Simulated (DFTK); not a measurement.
# ZrS2 (P-3m1) in DFTK: notebook

The runs below take ZrS2 through band structure, with LDA, PBE.

All numbers are computed with DFTK 0.8.2; they aren't measurements. Logs are shortened: lines on timing, memory, paths and dates and some standing lists are left out, and cuts for length are marked.

**What was measured.**

“Stress-Tuned Optical Transitions in Layered 1T-MX2 (M= Hf, Zr, Sn; X= S, Se) Crystals”, 2022, arxiv:2210.12074 quotes, for a bulk crystal of ZrS2: band gap 1.68 eV (indirect).

How close the calculation comes is told below.

## Step 1: The crystal as given

The structure is trigonal, space group P-3m1 (No. 164). The conventional cell has a = 3.691 Å, b = 3.691 Å, c = 6.041 Å, α = 90.00°, β = 90.00°, γ = 120.00°. Around Zr (site symmetry -3m) lie 6 S at 2.57 Å. Around S (site symmetry 3m) lie 3 Zr at 2.57 Å.

The cell is a database's computed one.

## Step 2: Band structure, LDA

run.jl reads:

```julia
using DFTK
using PseudoPotentialData
using Unitful, UnitfulAtomic
using LinearAlgebra, Printf
include("save.jl")
disable_threading()

# lattice vectors are the columns
lattice = austrip(1u"Å") * [  3.6913825498  -1.8456912749            0.0;
                      0.0   3.1968310632            0.0;
                      0.0            0.0     6.04107701]
symbols   = [:Zr, :S, :S]
positions = [[0.0, 0.0, 0.0],
             [0.3333333333, 0.6666666667, 0.23790997],
             [0.6666666667, 0.3333333333, 0.76209003]]
pseudopotentials = Dict(:S => "S.upf", :Zr => "Zr.upf")
elements = Dict(s => ElementPsp(s, pseudopotentials; rcut=10.0) for s in unique(symbols))
atoms    = [elements[s] for s in symbols]

build_model(lattice, positions; symmetries=true) =
    model_DFT(lattice, atoms, positions;
              functionals=LDA(),
              temperature=austrip(0.05u"eV"),
              smearing=Smearing.FermiDirac(),
              symmetries)
Ecut  = 45.0  # hartree
kgrid = [6, 6, 4]
tol   = 1e-6
to_GPa = ustrip(uconvert(u"GPa", 1u"hartree/bohr^3"))

model = build_model(lattice, positions)
basis = PlaneWaveBasis(model; Ecut, kgrid)
display(basis)
scfres = self_consistent_field(basis;
                               tol,
                               nbandsalg=AdaptiveBands(model; n_bands_converge=17))
display(scfres.energies)
@printf "Fermi level: %.6f eV\n" ustrip(auconvert(u"eV", something(scfres.εF, NaN)))
forces = compute_forces_cart(scfres)
println("Forces (eV/Å)")
for (s, f) in zip(symbols, forces)
    @printf "%-3s %12.6f %12.6f %12.6f\n" s ustrip.(auconvert.(u"eV/Å", f))...
end
stress = compute_stresses_cart(scfres)
println("Stress (GPa)")
display(round.(stress * to_GPa; digits=4))
println("Levels at the first k-point (eV): ", round.(ustrip.(auconvert.(u"eV", scfres.eigenvalues[1][1:scfres.n_bands_converge])); digits=4))
save_scf!(scfres; forces, stress)

points = Dict("G" => [0.0, 0.0, 0.0], "A" => [0.0, 0.0, 0.5], "H" => [0.3333333333, 0.3333333333, 0.5], "K" => [0.3333333333, 0.3333333333, 0.0], "L" => [0.5, 0.0, 0.5], "M" => [0.5, 0.0, 0.0])
segments = [("G", "M", 6), ("M", "K", 4), ("K", "G", 7), ("G", "A", 3), ("A", "L", 6), ("L", "H", 4), ("H", "A", 7), ("L", "M", 3), ("K", "H", 3)]
kcoords = vcat([[points[a] + t * (points[b] - points[a]) for t in range(0, 1, n)] for (a, b, n) in segments]...)
bands = compute_bands(scfres, ExplicitKpoints(kcoords); n_bands=19, tol=1e-5)
for (k, ε) in zip(bands.basis.kpoints, bands.eigenvalues)
    @printf "%d %8.4f %8.4f %8.4f " k.spin k.coordinate...
    println(join([@sprintf("%9.4f", e) for e in ustrip.(auconvert.(u"eV", ε .- scfres.εF))]))
end
results["band_energies"] = rows(bands.eigenvalues); results["band_kpoints"] = rows(kcoords)
```

Potentials or basis: SG15 1.2 (PBE).

Command:

```sh
$ julia --threads=1 run.jl  # save.jl only writes the numbers to a file and isn't shown; printed stress counts tension as positive; times include loading and compiling
```

Log:

```text
PlaneWaveBasis discretization:

    Ecut                 : 45.0 Ha
    fft_size             : (45, 45, 72), 145800 total points
    kgrid                : MonkhorstPack([6, 6, 4])
    num.   red. kpoints  : 144
    num. irred. kpoints  : 24

    Discretized Model(lda_x+lda_c_pw, 3D):
        lattice (in Bohr)    : [6.9757    , -3.48785  , 0         ]
                               [0         , 6.04114   , 0         ]
                               [0         , 0         , 11.416    ]
        unit cell volume     : 481.08 Bohr³

        atoms                : S₂Zr
        atom potentials      : ElementPsp(:Zr, "Zr.upf")
                               ElementPsp(:S, "S.upf")
                               ElementPsp(:S, "S.upf")

        num. electrons       : 24
        spin polarization    : none
        temperature          : 0.0018375 Ha
        smearing             : DFTK.Smearing.FermiDirac()

        terms                : Kinetic()
                               AtomicLocal()
                               AtomicNonlocal()
                               Ewald(nothing)
                               PspCorrection()
                               Hartree()
                               Xc(lda_x, lda_c_pw)
                               Entropy()
n     Energy            log10(ΔE)   log10(Δρ)   Diag   Δtime
---   ---------------   ---------   ---------   ----   ------
  1   -67.89053460334                   -0.80    6.6    20.2s
  2   -67.93737398774       -1.33       -1.22    2.0    10.3s
  3   -67.94288335805       -2.26       -1.72    3.4    11.8s
  4   -67.94300410500       -3.92       -2.72    1.9    9.50s
  5   -67.94301579256       -4.93       -2.98    4.3    14.1s
  6   -67.94301654276       -6.12       -3.59    1.4    7.76s
  7   -67.94301665032       -6.97       -4.43    3.0    11.8s
  8   -67.94301665217       -8.73       -4.88    3.0    11.0s
  9   -67.94301665231       -9.87       -5.58    2.2    10.6s
 10   -67.94301665232      -11.04       -6.37    3.4    11.9s
Energy breakdown (in Ha):
    Kinetic             21.2862607
    AtomicLocal         -61.9363993
    AtomicNonlocal      10.8855644
    Ewald               -46.6085509
    PspCorrection       0.7968876
    Hartree             17.8856308
    Xc                  -10.2524097
    Entropy             -0.0000003

    total               -67.943016652316
Fermi level: 5.901030 eV
Forces (eV/Å)
Zr     -0.000000     0.000000     0.000000
S      -0.000000     0.000000    -0.139938
S       0.000000    -0.000000     0.139938
Stress (GPa)
3×3 StaticArraysCore.SMatrix{3, 3, Float64, 9} with indices SOneTo(3)×SOneTo(3):
  3.8545  0.0      0.0
  0.0     3.8545  -0.0
 -0.0     0.0      2.3551
Levels at the first k-point (eV): [-43.3442, -21.3859, -21.2371, -21.2371, -7.145, -5.6961, 1.1254, 2.6425, 2.6425, 5.3813, 5.3813, 5.4063, 6.931, 6.931, 7.7601, 10.4643, 10.4643]
1   0.0000   0.0000   0.0000  -49.2452 -27.2869 -27.1381 -27.1381 -13.0461 -11.5972  -4.7756  -3.2585  -3.2585  -0.5197  -0.5197  -0.4947   1.0300   1.0300   1.8590   4.5633   4.5633   4.9612   5.2427
1   0.1000   0.0000   0.0000  -49.2435 -27.2815 -27.1637 -27.1436 -12.9423 -11.6239  -4.6377  -3.3673  -3.1932  -1.1983  -0.8165  -0.4422   1.1305   1.3750   1.9730   4.1694   4.5210   5.4266   6.0441
1   0.2000   0.0000   0.0000  -49.2389 -27.2676 -27.2293 -27.1578 -12.6620 -11.6904  -4.2637  -3.5347  -3.0408  -2.3924  -1.2780  -0.5837   1.0312   1.9403   2.2875   4.1367   4.5463   6.4189   7.1765
1   0.3000   0.0000   0.0000  -49.2333 -27.3107 -27.2487 -27.1753 -12.3080 -11.7490  -4.0135  -3.4571  -3.3075  -2.9202  -1.5660  -1.1441   0.8364   2.3574   2.6753   4.6302   4.7997   6.8623   7.7767
1   0.4000   0.0000   0.0000  -49.2288 -27.3742 -27.2344 -27.1893 -12.0892 -11.6930  -4.5538  -3.3177  -2.9730  -2.9092  -1.8334  -1.6340   0.6873   2.6149   2.9392   5.1102   5.1278   6.5931   7.1554
1   0.5000   0.0000   0.0000  -49.2270 -27.3982 -27.2289 -27.1947 -12.0580 -11.6076  -4.8323  -3.0571  -2.9269  -2.8663  -2.1570  -1.6269   0.6310   2.7167   2.9729   5.2716   5.4141   6.0642   7.3039
[... 35 lines left out ...]
1   0.3333   0.3333   0.2500  -49.2248 -27.3167 -27.3167 -27.2226 -11.7621 -11.7621  -3.8634  -3.8634  -3.7403  -2.3345  -2.3345  -2.1050   1.6811   2.5249   2.5249   4.7653   4.7653   7.3246   8.5722
1   0.3333   0.3333   0.5000  -49.2248 -27.3167 -27.3167 -27.2227 -11.7633 -11.7633  -3.9248  -3.9248  -3.5748  -2.3539  -2.2134  -2.2134   1.7326   2.3930   2.3930   5.0574   5.0574   7.4789   7.9816
```

Run time: 5.5 min. Hardware: 1 thread of Intel Xeon Platinum 8259CL at 2.50GHz (Skylake/Cascade Lake), shared host; peak memory 2.1 GiB.

Results:

* Free energy: -1848.8237 eV
* Pressure: -3.4 GPa
* Largest force: 0.140 eV/Å
* Band gap on the k mesh: 0.94 eV, indirect (least direct gap 1.52 eV)
* Band gap along the path: 0.89 eV, indirect (least direct gap 1.52 eV)

Forces on the atoms (eV/Å):
```
Zr   0.000  0.000  0.000
S    0.000  0.000 -0.140
S    0.000  0.000  0.140
```

Stress tensor (GPa, compression positive):
```
-3.85  0.00  0.00
 0.00 -3.85  0.00
 0.00  0.00 -2.36
```

Levels at the corners of the path, in eV from the valence-band top:
```csv
point,band 8,band 9,band 10,band 11,band 12,band 13,band 14,band 15,band 16,band 17
Γ,-2.82,-2.82,-0.08,-0.08,-0.05,1.47,1.47,2.30,5.01,5.01
M,-2.61,-2.48,-2.42,-1.71,-1.18,1.07,3.16,3.42,5.71,5.86
K,-3.35,-3.35,-2.02,-2.02,-1.45,2.07,3.12,3.12,4.94,4.94
Γ,-2.82,-2.82,-0.08,-0.08,-0.05,1.47,1.47,2.30,5.01,5.01
A,-2.79,-2.79,-1.69,-0.18,-0.18,1.44,1.44,2.63,5.31,5.31
L,-3.14,-2.60,-2.26,-0.98,-0.80,0.89,3.15,3.42,5.29,5.61
H,-3.48,-3.13,-1.91,-1.77,-1.77,2.17,2.84,2.84,5.50,5.50
A,-2.79,-2.79,-1.69,-0.18,-0.18,1.44,1.44,2.63,5.31,5.31
L,-3.14,-2.60,-2.26,-0.98,-0.80,0.89,3.15,3.42,5.29,5.61
M,-2.61,-2.48,-2.42,-1.71,-1.18,1.07,3.16,3.42,5.71,5.86
K,-3.35,-3.35,-2.02,-2.02,-1.45,2.07,3.12,3.12,4.94,4.94
H,-3.48,-3.13,-1.91,-1.77,-1.77,2.17,2.84,2.84,5.50,5.50
```

Caveat: the potentials were made for another functional, which shifts forces and pressure.

## Step 3: Band structure, PBE

run.jl: that of step 2 with these lines changed.

```diff
@@ -21,3 +21,3 @@
     model_DFT(lattice, atoms, positions;
-              functionals=LDA(),
+              functionals=PBE(),
               temperature=austrip(0.05u"eV"),
```

Potentials or basis: SG15 1.2 (PBE).

Command:

```sh
$ julia --threads=1 run.jl  # save.jl only writes the numbers to a file and isn't shown; printed stress counts tension as positive; times include loading and compiling
```

Run time: 5.7 min. Hardware: 1 thread of Intel Xeon Platinum 8259CL at 2.50GHz (Skylake/Cascade Lake), shared host; peak memory 2.2 GiB.

It converged, with:

```
Free energy             : -1852.0539 eV
Pressure                : 0.6 GPa
Largest force           : 0.055 eV/Å
Band gap on the k mesh  : 1.07 eV, indirect (least direct gap 1.63 eV)
Band gap along the path : 1.03 eV, indirect (least direct gap 1.63 eV)
```

Forces on the atoms (eV/Å):
```
Zr   0.000  0.000  0.000
S    0.000  0.000  0.055
S    0.000  0.000 -0.055
```

Stress tensor (GPa, compression positive):
```
0.34 0.00 0.00
0.00 0.34 0.00
0.00 0.00 1.25
```

Levels at the corners of the path, in eV from the valence-band top:
| point | band 8 | band 9 | band 10 | band 11 | band 12 | band 13 | band 14 | band 15 | band 16 | band 17 |
| --- | --- | --- | --- | --- | --- | --- | --- | --- | --- | --- |
| Γ | -2.77 | -2.77 | -0.09 | -0.09 | -0.05 | 1.58 | 1.58 | 2.43 | 5.01 | 5.01 |
| M | -2.56 | -2.45 | -2.35 | -1.65 | -1.17 | 1.19 | 3.23 | 3.49 | 5.68 | 5.94 |
| K | -3.26 | -3.26 | -1.98 | -1.98 | -1.42 | 2.19 | 3.18 | 3.18 | 5.00 | 5.00 |
| Γ | -2.77 | -2.77 | -0.09 | -0.09 | -0.05 | 1.58 | 1.58 | 2.43 | 5.01 | 5.01 |
| A | -2.75 | -2.75 | -1.57 | -0.19 | -0.19 | 1.56 | 1.56 | 2.74 | 5.29 | 5.29 |
| L | -3.06 | -2.56 | -2.20 | -0.98 | -0.79 | 1.03 | 3.22 | 3.49 | 5.30 | 5.91 |
| H | -3.39 | -3.04 | -1.85 | -1.75 | -1.75 | 2.29 | 2.93 | 2.93 | 5.51 | 5.51 |
| A | -2.75 | -2.75 | -1.57 | -0.19 | -0.19 | 1.56 | 1.56 | 2.74 | 5.29 | 5.29 |
| L | -3.06 | -2.56 | -2.20 | -0.98 | -0.79 | 1.03 | 3.22 | 3.49 | 5.30 | 5.91 |
| M | -2.56 | -2.45 | -2.35 | -1.65 | -1.17 | 1.19 | 3.23 | 3.49 | 5.68 | 5.94 |
| K | -3.26 | -3.26 | -1.98 | -1.98 | -1.42 | 2.19 | 3.18 | 3.18 | 5.00 | 5.00 |
| H | -3.39 | -3.04 | -1.85 | -1.75 | -1.75 | 2.29 | 2.93 | 2.93 | 5.51 | 5.51 |

Caveat: this functional lacks dispersion, which binds the layers, so the pressure and a relaxed spacing across them are unreliable.

## Step 4: Comparison with measurements

Step 2. Measured gap of ZrS2: 1.68 eV (indirect; quoted in “Stress-Tuned Optical Transitions in Layered 1T-MX2 (M= Hf, Zr, Sn; X= S, Se) Crystals”, 2022, arxiv:2210.12074). This calculation gives 0.89 eV (-0.79 eV). Spin-orbit coupling on Zr is left out. The value is that of LDA, without temperature or zero-point motion. Semilocal functionals fall short of measured gaps as a rule. The cell is a database's relaxed one, not the measured one, which moves gaps too.

Step 3. A measured gap of ZrS2 is 1.68 eV (indirect; quoted in “Stress-Tuned Optical Transitions in Layered 1T-MX2 (M= Hf, Zr, Sn; X= S, Se) Crystals”, 2022, arxiv:2210.12074); the calculated 1.03 eV misses it by -0.65 eV. Spin-orbit coupling on Zr is left out. The value is that of PBE, without temperature or zero-point motion. Semilocal functionals fall short of measured gaps as a rule. The cell is a database's relaxed one, not the measured one, which moves gaps too.
